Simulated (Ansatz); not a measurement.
**A convergence test on SnTe (puckered monolayer (GeS type)): k mesh of the density**

Wanted: the cheapest k mesh of the density that holds the PBE gap of SnTe (puckered monolayer (GeS type)).

Calculated with Ansatz 0.2.0; DFT, PBE, plane waves, PAW.

## 1. The structure

The cell holds 4 atoms: 2 Sn and 2 Te. Its edges and angles: a = 4.560 Å, b = 4.560 Å, c = 29.417 Å, α = 90.0°, β = 90.0°, γ = 90.0°. Vacuum lies along c.

The structure was relaxed with PBE. At the settings of the band run the largest force is still 0.06 eV/Å. The runs that relaxed it are not among those shown. Spin-orbit coupling is left out unless a step names it. The default PAW set here is soft_2. Its files were made with PBE. The Coulomb interaction is cut off across the vacuum.

## 2. k mesh of the density: 2×2×1

input.yaml reads:

```yaml
crystal:
  lattice:
    - [4.5598147535, 0.0, 0.0]
    - [0.0, 4.5599599449, 0.0]
    - [0.0, 0.0, 29.4168237988]
  atoms:
    - { symbol: Sn, position: [0.0552566641, 0.0, 0.3682817467] }
    - { symbol: Te, position: [0.5447433359, 0.5, 0.3766520058] }
    - { symbol: Sn, position: [0.5552566641, 0.5, 0.2776071545] }
    - { symbol: Te, position: [0.0447433359, 0.0, 0.2692368954] }
  periodic: [true, true, false]
kpoints:
  mp_grid: { grid: [2, 2, 1] }
  band_path:
    path:
      - [0.0, 0.0, 0.0]
      - [0.5, 0.0, 0.0]
      - [0.5, 0.5, 0.0]
      - [0.0, 0.5, 0.0]
      - [0.4, 0.0, 0.0]
    npoints: 1
hamiltonian:
  xc: pbe
scf:
  occupations: { method: fixed }
  n_extra_bands: 5
output:
  eigenvalues: true
  forces: true
  stress: true
```

Command:

```
$ ansatz run input.yaml --threads 3 --pin off --max-ram 92160MiB --backend cuda --events-out ev --progress --plain --runs-dir out --devices 1 --max-vram 13GiB  # rebuilt from the run's record
```

Numbers of over 12 decimals in the logs are rounded to 6 here.

Log:

```text
scf.n_extra_bands = 5 over 30 filled bands (N_el = 60.0): the run solves 35 bands
GPUs: using 1 of 1 available (devices: 1).
Engine: ansatz 0.2.0, x86_64-unknown-linux-gnu
Pseudopotentials: kind: paw
Pseudopotential: Sn, paw, valence charge 14, recommended cutoff 420 eV (normal), Sn.paw.azcp
Pseudopotential: Te, paw, valence charge 16, recommended cutoff 420 eV (normal), Te.paw.azcp
Functional definition: PBE
  parameter kappa = 0.804
  parameter beta = 0.066725
  exchange = pbe_x(kappa = kappa, mu = beta*pi^2/3)
  correlation = pbe_c(beta = beta)
concurrent solve slots: 2 of 3 are kept, ahead of what memory takes: no pass of the eigensolver takes more rounds on 2
device memory: the entry about to start is reckoned to put 4.2 GiB on a device that reports 51.4 GiB free (of which the cap on the GPU budget leaves the run 13.0 GiB)
GPU FFT provider: cuFFT
GPU libraries: cuBLAS 13.8.2, cuFFT 12.4.0, cuSOLVER 12.3.4
Crystal: 4 atoms, lattice volume = 611.651 Å³
Basis set: ecut = 420 eV, 11947 PW (Γ), exchange–correlation on 64×64×400 points (8 copies of the dense FFT grid, shifted against one another)
Bands: 35, of which v1, the nominal top of the filled ones, is band 30 counted from 1 (29 counted from 0)
Symmetry: 4 space group operations
Space group: Pmn21 (ITA 31), of the structure as read, at distance tolerance 8.5e-5 Å
k-points: 4
Non-local potential: Sn, projectors of the file, l = 0: 2, l = 1: 2, l = 2: 2, l = 3: 2
Non-local potential: Te, projectors of the file, l = 0: 2, l = 1: 2, l = 2: 2, l = 3: 2
PAW form: soft (Blöchl's): semilocal exchange-correlation on the pseudo side does not see the compensation charge
PAW one-centre angular grid: Sn, 590 points (default); XC on 64 Gauss nodes
PAW one-centre angular grid: Te, 590 points (default); XC on 64 Gauss nodes
Initial density: superposition of atomic densities (neutral atoms: chi_scale 0, normalization atom), corrected by the library's trained network
Initial wavefunctions: pseudopotential atomic-orbital guess
GPU buffer pool allocated for 204800 grid points (all kernels)
GPU transforms: local potential and band sums: pruned to the plane-wave sphere, on 32×32×200
Functional: x = pbe(κ = 0.804, μ = 0.219515), c = pbe(β = 0.066725)
SCF iter   1: F=—  HF=-26008.253471 eV  |F-HF|=—  |Δ(HF+E_count)|=         —  Δρ=2.19e-3  dr2=2.07e-1  ethr=1.77e-3  ⟨swp⟩=8.5  Hψ=631  notcnv=0  defer=8
preconditioner: auto → Resta (q_TF=auto, 1.853 Å⁻¹)  ε∞=1.9  [insulator: Δε(μ)=1.509 eV  Ē_g=7.202 eV  n_scr=60 (ndim 8)  ℏωp=6.7 eV  f_vac=0.747  ε∞_Penn≈1.9  vacuum switching on, ρ_ref=3.8e-3 e/Å³]
SCF iter   2: F=—  HF=-26008.200201 eV  |F-HF|=—  |Δ(HF+E_count)|=   5.33e-2  Δρ=1.23e-3  dr2=1.35e-2  ethr=3.46e-4  ⟨swp⟩=4.8  Hψ=335  notcnv=0  defer=10
SCF iter   3: F=—  HF=-26008.198863 eV  |F-HF|=—  |Δ(HF+E_count)|=   1.34e-3  Δρ=5.08e-4  dr2=3.17e-3  ethr=2.25e-5  ⟨swp⟩=4.0  Hψ=256  notcnv=0  defer=12
SCF iter   4: F=—  HF=-26008.199160 eV  |F-HF|=—  |Δ(HF+E_count)|=   2.97e-4  Δρ=2.60e-4  dr2=9.08e-4  ethr=5.29e-6  ⟨swp⟩=3.5  Hψ=253  notcnv=0  defer=12
SCF iter   5: F=—  HF=-26008.199108 eV  |F-HF|=—  |Δ(HF+E_count)|=   5.19e-5  Δρ=8.34e-5  dr2=4.63e-5  ethr=1.51e-6  ⟨swp⟩=2.8  Hψ=223  notcnv=0  defer=12
SCF iter   6: F=—  HF=-26008.199569 eV  |F-HF|=—  |Δ(HF+E_count)|=   4.60e-4  Δρ=4.09e-5  dr2=9.88e-6  ethr=7.71e-8  ⟨swp⟩=3.0  Hψ=282  notcnv=0  defer=11
SCF iter   7: F=—  HF=-26008.199565 eV  |F-HF|=—  |Δ(HF+E_count)|=   3.39e-6  Δρ=1.02e-5  dr2=3.80e-7  ethr=1.65e-8  ⟨swp⟩=2.8  Hψ=288  notcnv=0  defer=11
SCF iter   8: F=-26008.199565 eV  HF=-26008.199565 eV  |F-HF|=1.32e-9  |Δ(HF+E_count)|=   1.38e-7  Δρ=2.62e-6  dr2=3.47e-8  ethr=1.67e-10  ⟨swp⟩=24.0  Hψ=977  notcnv=0
SCF 1 converged in 8 iterations: F = -26008.199565 eV  dr2 = 3.47e-8
[...]
device memory: the entry about to start is reckoned to put 3.9 GiB on a device that reports 51.4 GiB free (of which the cap on the GPU budget leaves the run 13.0 GiB)
NSCF: frozen V_eff on 5 k-points
SCF converged after 8 iterations
Free energy (F): -26008.199565 eV
Harris-Foulkes:  -26008.199565 eV  (|F-HF|=1.32e-9)
Internal energy: -26008.199565 eV  (E = F + TS)
E sigma→0 (E₀):  -26008.199565 eV
Fermi energy:    -4.446227 eV
--- Per-component energies (eV) ---
  E_band       = -1500.595290
  E_kinetic    = 730.757924
  E_local      = -91747.825855  (includes V_loc(G=0)·N_el)
  E_nonlocal   = -685.941085
  E_hartree    = 46031.496854
  E_xc         = -1013.628931
  E_vxc        = -399.330262  (∫ρ·V_xc dr)
  E_paw        = -17591.604097  (= ΣΔE_a)
  E_vpaw       = -1461.243617  (= ΣTr[D̂ρ^β])
  E_aug_tail   = -0.000381  (compensation charges beyond the density's cutoff)
  E_ewald      = 38268.546005
  E_smearing   = -0.000000  (= −TS)
  E_closure    = -0.000000  (closes the sum)
  Σ components = -26008.199565   (vs F -26008.199565, Δ=0.00e0)
--- Forces (eV/Å), atoms counted from 1 ---
  atom   1  Sn     0.13983345    -0.00000000    -0.84722025
  atom   2  Te    -0.13982664    -0.00000000    -0.80322521
  atom   3  Sn     0.13983345    -0.00000000     0.84722025
  atom   4  Te    -0.13982664    -0.00000000     0.80322521
  max |Σ_I F_I| component: 1.36e-5 eV/Å
--- 2D stress c σ (N/m, compression-positive) ---
        2.907581      -0.000000       0.000000
       -0.000000       2.904911       0.000000
        0.000000       0.000000       0.000000
  P = ½ c Tr σ = 2.9062 N/m
--- Band table (eV) ---
  k-point 0: bands = [... 26 lower, -6.9861, -5.8827, -5.8750, -5.0733, -2.6993, -1.0759 (-1.0759°), -0.5520, -0.4474, ... 1 higher]
  k-point 1: bands = [... 26 lower, -5.4653, -5.4653, -4.4462, -4.4462, -2.9805, -2.9805, -2.9433, -2.9433, ... 1 higher]
  k-point 2: bands = [... 26 lower, -5.4680, -5.4680, -4.4464, -4.4464, -2.9783, -2.9783, -2.9534, -2.9534, ... 1 higher]
  k-point 3: bands = [... 26 lower, -7.4021, -7.4021, -5.9522, -5.9522, -1.3234, -1.3234, -0.5955, -0.5955, ... 1 higher]
  ° read free of the cell's end (the report's vacuum.weakly_bound_levels)
```

Elapsed: 4.5 s, on 1 × NVIDIA H100 80GB HBM3 (shared by 6 runs) with 3 threads of AMD EPYC 7R13 (Zen 3), shared host; peak memory 1.1 GiB; 5.7 s of CPU time.

This step gave:

- gap: 0.7118 eV
- valence top at: k = (0.400, 0.000, 0.000)
- conduction bottom at: k = (0.400, 0.000, 0.000)
- least direct gap: 0.7118 eV

The gap is direct, at (0.400, 0.000, 0.000).

## 3. k mesh of the density: 4×4×1

Edit input.yaml of step 2 so:

```diff
@@ -12,3 +12,3 @@
 kpoints:
-  mp_grid: { grid: [2, 2, 1] }
+  mp_grid: { grid: [4, 4, 1] }
   band_path:
```

Log:

```text
[...]
GPUs: using 1 of 1 available (devices: 1).
[...]
GPU FFT provider: cuFFT
GPU libraries: cuBLAS 13.8.2, cuFFT 12.4.0, cuSOLVER 12.3.4
Crystal: 4 atoms, lattice volume = 611.651 Å³
Basis set: ecut = 420 eV, 11947 PW (Γ), exchange–correlation on 64×64×400 points (8 copies of the dense FFT grid, shifted against one another)
[...]
k-point 1: bands = [... 26 lower, -6.4002, -5.6341, -5.3726, -4.8776, -2.8168, -2.2915, -2.2264, -1.3097, ... 1 higher]
  k-point 2: bands = [... 26 lower, -5.6033, -5.6033, -4.5607, -4.5607, -3.0591, -3.0591, -3.0302, -3.0302, ... 1 higher]
  k-point 8: bands = [... 26 lower, -7.5000, -7.5000, -6.0650, -6.0650, -1.4017, -1.4017, -0.7010, -0.7010, ... 1 higher]
  ° read free of the cell's end (the report's vacuum.weakly_bound_levels)
[key lines of the parts left out:]
SCF converged after 7 iterations
Free energy (F): -26009.264342 eV
Fermi energy:    -4.535413 eV
P = ½ c Tr σ = 0.0133 N/m
```

Wall time 8.8 s (1 × NVIDIA H100 80GB HBM3 (shared by 6 runs) with 3 threads); peak memory 1.1 GiB; 9.9 s of CPU time.

This step gave:

| Item | Value |
| --- | --- |
| gap | 0.7161 eV |
| valence top at | k = (0.400, 0.000, 0.000) |
| conduction bottom at | k = (0.400, 0.000, 0.000) |
| least direct gap | 0.7161 eV |

The gap is 0.716 eV, +0.004 eV from the run before at this level.

## 4. k mesh of the density: 6×6×1 (the default)

input.yaml, the sections that differ from step 3:

```yaml
kpoints:
  mp_grid: { grid: [6, 6, 1] }
  band_path:
    path: [[0, 0, 0], [0.5, 0, 0], [0.5, 0.5, 0], [0, 0.5, 0], [0, 0, 0]]
    npoints: 10
scf:
  occupations: { method: fermi_dirac, width: 0.02 }
  n_extra_bands: 5
output:
  eigenvalues: true
  forces: true
  stress: true
  write_density: true
  write_potential: true
  elf: true
  volumetric_format: npy
# crystal, hamiltonian: as in step 3
```

Log:

```text
[...]
GPUs: using 1 of 1 available (devices: 1).
[...]
GPU FFT provider: cuFFT
GPU libraries: cuBLAS 13.8.2, cuFFT 12.4.0, cuSOLVER 12.3.4
Crystal: 4 atoms, lattice volume = 611.651 Å³
Basis set: ecut = 420 eV, 11947 PW (Γ), exchange–correlation on 64×64×400 points (8 copies of the dense FFT grid, shifted against one another)
[...]
k-point 1: bands = [... 26 lower, -6.7429, -5.8202, -5.3765, -5.2804, -2.8264, -1.5515 (-1.5515°), -1.5059 (-1.5058°), -0.8402, ... 1 higher]
  k-point 2: bands = [... 26 lower, -6.2049, -5.4559, -5.3851, -4.3888, -3.0248, -2.8515, -2.7232, -2.0150, ... 1 higher]
  k-point 15: bands = [... 26 lower, -7.5052, -7.5052, -6.0718, -6.0718, -1.4102, -1.4102, -0.7099, -0.7099, ... 1 higher]
  ° read free of the cell's end (the report's vacuum.weakly_bound_levels)
[key lines of the parts left out:]
SCF converged after 7 iterations
Free energy (F): -26009.238595 eV
Fermi energy:    -3.787024 eV
P = ½ c Tr σ = 0.0599 N/m
```

Run time: 11 s. Hardware: 1 × NVIDIA H100 80GB HBM3 (shared by 6 runs) with 3 threads; peak memory 1.2 GiB.

Numbers from this step:

- gap: 0.7089 eV
- valence top at: k = (0.400, 0.000, 0.000)
- conduction bottom at: k = (0.400, 0.000, 0.000)
- least direct gap: 0.7089 eV

The gap is 0.709 eV, −0.007 eV from the run before at this level.

## 5. k mesh of the density: 8×8×1

input.yaml, the sections that differ from step 4:

```yaml
kpoints:
  mp_grid: { grid: [8, 8, 1] }
  band_path:
    path:
      - [0.0, 0.0, 0.0]
      - [0.5, 0.0, 0.0]
      - [0.5, 0.5, 0.0]
      - [0.0, 0.5, 0.0]
      - [0.4, 0.0, 0.0]
    npoints: 1
scf:
  occupations: { method: fixed }
  n_extra_bands: 5
# crystal, hamiltonian, output: as in step 4
```

Log:

```text
[...]
GPUs: using 1 of 1 available (devices: 1).
[...]
GPU FFT provider: cuFFT
GPU libraries: cuBLAS 13.8.2, cuFFT 12.4.0, cuSOLVER 12.3.4
Crystal: 4 atoms, lattice volume = 611.651 Å³
Basis set: ecut = 420 eV, 11947 PW (Γ), exchange–correlation on 64×64×400 points (8 copies of the dense FFT grid, shifted against one another)
[...]
k-point 1: bands = [... 26 lower, -6.8941, -5.8906, -5.6025, -5.2439, -2.8038, -1.1940 (-1.1940°), -1.1447 (-1.1446°), -0.9208, ... 1 higher]
  k-point 2: bands = [... 26 lower, -6.4084, -5.6360, -5.3779, -4.8803, -2.8231, -2.3024, -2.2395, -1.3175, ... 1 higher]
  k-point 24: bands = [... 26 lower, -7.5037, -7.5037, -6.0704, -6.0704, -1.4086, -1.4086, -0.7081, -0.7081, ... 1 higher]
  ° read free of the cell's end (the report's vacuum.weakly_bound_levels)
[key lines of the parts left out:]
SCF converged after 7 iterations
Free energy (F): -26009.234859 eV
Fermi energy:    -4.183857 eV
P = ½ c Tr σ = 0.0819 N/m
```

Wall time 11 s (1 × NVIDIA H100 80GB HBM3 (shared by 6 runs) with 3 threads); peak memory 1.3 GiB; 19 s of CPU time.

This step gave:

```
gap                  : 0.7096 eV
valence top at       : k = (0.400, 0.000, 0.000)
conduction bottom at : k = (0.400, 0.000, 0.000)
least direct gap     : 0.7096 eV
```

The gap is 0.710 eV, +0.001 eV from the run before at this level.

## 6. The series

Differences are against the last row; a negative gap means that bands overlap, and a run with a band path holds that path's time. Times are wall times on 1 × NVIDIA H100 80GB HBM3 (shared by 6 runs) with 3 threads of AMD EPYC 7R13 (Zen 3), shared host, good to a factor of about two.

```csv
k mesh of the density,gap (eV),direct gap (eV),gap error (eV),energy error (meV/atom),irreducible k,time
2×2×1,0.712,0.712,+0.002,+258.8,4,4.5 s
4×4×1,0.716,0.716,+0.007,−7.4,9,8.8 s
6×6×1,0.709,0.709,−0.001,−0.9,16,11 s
8×8×1,0.710,0.710,+0.000,+0.0,25,11 s
```

## 7. Outcome

```yaml
2x2x1: 0.712 eV
4x4x1: 0.716 eV
6x6x1: 0.709 eV
8x8x1: 0.710 eV
```

In words: The gap holds to 0.02 eV from 2×2×1 on, the cheapest setting tried. At 2×2×1 the gap is off by +0.002 eV and the energy by +259 meV/atom. The gap is read over the mesh and added points near the edges, so meshes differ mainly through the density and, for a hybrid, the exchange operator.

[Paths, hosts, dates, memory and timing lines, banners, echoed tables and standing remarks are left out of the program output.]

[Logs are printed without paths, hosts, clocks, repeated set-up lines and the standing remarks that a program may print on its own settings, such as how far it seeks lower states.]

[Runs of the session that timed out or met a known fault of the program may be left out.]

[Cells called generated may have been cut or substituted from an entry of the Crystallography Open Database or the Materials Project.]

[Hosts, paths, dates, database ids (printed as entryN), source tags and the programs' standing remarks are cut or masked in the printed files.]
